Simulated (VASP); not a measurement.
Computed with rev-vdW-DF2, VASP's PBE PAW potentials (set 64) (plane waves; VASP).

The input files of a VASP run:

File KPOINTS:
```
Automatic
0
Gamma
6 6 8
```

INCAR:
```
! general
SYSTEM   = MgF2
PREC     = Accurate
ENCUT    = 520
LREAL    = .False.
LASPH    = .True.

! electronic loop
EDIFF    = 1E-7
NELM     = 100
ALGO     = Normal

! smearing
ISMEAR   = -5

! functional
GGA      = MK
LUSE_VDW = .True.
AGGAC    = 0.0
PARAM1   = 0.1234568
PARAM2   = 0.7114
ZAB_VDW  = -1.8867

! ions
ISIF     = 2

! output
LWAVE    = .False.
LCHARG   = .True.
LORBIT   = 11
NEDOS    = 601

! other
LEFG     = .True.
```

File POSCAR:
```
MgF2
1
    4.6449471295     0.0000000000     0.0000000000
    0.0000000000     4.6449471295     0.0000000000
    0.0000000000     0.0000000000     3.0690266891
Mg F
2 4
Direct
  1.0000000000   0.0000000000   0.0000000000
  0.5000000000   0.5000000000   0.5000000000
  0.3027774209   0.3027774209   1.0000000000
  0.8027774209   0.1972225791   0.5000000000
  0.1972225791   0.8027774209   0.5000000000
  0.6972225791   0.6972225791   0.0000000000
```

POTCAR, in this order: Mg F (PBE.64 set). Program: vasp_std.

The run wrote:

OSZICAR:
```
       N       E                     dE             d eps       ncg     rms          rms(c)
DAV:   1     0.219165264477E+03    0.21917E+03   -0.18248E+04  2072   0.150E+03
DAV:   2    -0.152914696155E+02   -0.23446E+03   -0.22836E+03  2672   0.341E+02
DAV:   3    -0.255983132514E+02   -0.10307E+02   -0.10283E+02  2356   0.746E+01
DAV:   4    -0.256688441677E+02   -0.70531E-01   -0.70516E-01  2284   0.704E+00
DAV:   5    -0.256692753653E+02   -0.43120E-03   -0.43118E-03  2292   0.561E-01    0.995E+00
DAV:   6    -0.230382102725E+02    0.26311E+01   -0.11177E+01  2268   0.254E+01    0.300E+00
DAV:   7    -0.230376371332E+02    0.57314E-03   -0.11306E-01  2132   0.253E+00    0.186E+00
DAV:   8    -0.230474276644E+02   -0.97905E-02   -0.44718E-02  2248   0.258E+00    0.161E-01
DAV:   9    -0.230479795992E+02   -0.55193E-03   -0.28993E-03  2340   0.397E-01    0.717E-02
DAV:  10    -0.230480598552E+02   -0.80256E-04   -0.23577E-04  2240   0.129E-01    0.799E-03
DAV:  11    -0.230480600617E+02   -0.20647E-06   -0.68241E-06  2328   0.225E-02    0.240E-03
DAV:  12    -0.230480604304E+02   -0.36869E-06   -0.10011E-06  2272   0.904E-03    0.141E-03
DAV:  13    -0.230480603900E+02    0.40382E-07   -0.19317E-07  1412   0.370E-03
   1 F= -.23048060E+02 E0= -.23048060E+02  d E =0.000000E+00
```

### OUTCAR
```
------------------------ aborting loop because EDIFF is reached ----------------------------------------
  FORCE on cell =-STRESS in cart. coord.  units (eV):
  Direction    XX          YY          ZZ          XY          YZ          ZX
  --------------------------------------------------------------------------------------
  Total       -0.0206222     -0.0206222     -0.0816682     -0.0000000      0.0000000      0.0000000
  in kB       -0.4989797     -0.4989797     -1.9760644     -0.0000000      0.0000000      0.0000000
  external PRESSURE =      -0.9913413 kB  Pullay stress =       0.0000000 kB
  volume of cell :       66.22
      direct lattice vectors                 reciprocal lattice vectors
     4.644947130  0.000000000  0.000000000     0.215287703  0.000000000  0.000000000
     0.000000000  4.644947130  0.000000000     0.000000000  0.215287703  0.000000000
     0.000000000  0.000000000  3.069026689     0.000000000  0.000000000  0.325836202
 POSITION                                       TOTAL-FORCE (eV/Angst)
 -----------------------------------------------------------------------------------
      0.00000      0.00000      0.00000         0.000000      0.000000     -0.000000
      2.32247      2.32247      1.53451         0.000000      0.000000     -0.000000
      1.40639      1.40639      0.00000         0.009333      0.009333      0.000000
      3.72886      0.91609      1.53451         0.009333     -0.009333     -0.000000
      0.91609      3.72886      1.53451        -0.009333      0.009333      0.000000
      3.23856      3.23856      0.00000        -0.009333     -0.009333     -0.000000
 -----------------------------------------------------------------------------------
    total drift:                                0.000000      0.000000      0.000000
  FREE ENERGIE OF THE ION-ELECTRON SYSTEM (eV)
  ---------------------------------------------------
  free  energy   TOTEN  =       -23.0480603900 eV

  energy  without entropy=      -23.0480603900  energy(sigma->0) =      -23.04806039

 total charge

# of ion       s       p       d       tot
------------------------------------------
    1        0.122   0.154   0.075   0.350
    2        0.122   0.154   0.075   0.350
    3        1.725   4.421   0.000   6.146
    4        1.725   4.421   0.000   6.146
    5        1.725   4.421   0.000   6.146
    6        1.725   4.421   0.000   6.146
--------------------------------------------------
tot          7.143  17.992   0.149  25.285

 Electric field gradients after diagonalization (V/A^2)
 (convention: |V_zz| > |V_xx| > |V_yy|)
----------------------------------------------------------------------
 ion       V_xx      V_yy      V_zz     asymmetry (V_yy - V_xx)/ V_zz
----------------------------------------------------------------------
   1      -4.263    -2.056     6.319       0.349
   2      -4.263    -2.056     6.319       0.349
   3      31.119    16.461   -47.580       0.308
   4      31.119    16.461   -47.580       0.308
   5      31.119    16.461   -47.580       0.308
   6      31.119    16.461   -47.580       0.308
```
(Selected blocks of OUTCAR.)

The compound is MgF2 in the rutile structure. It was relaxed first.
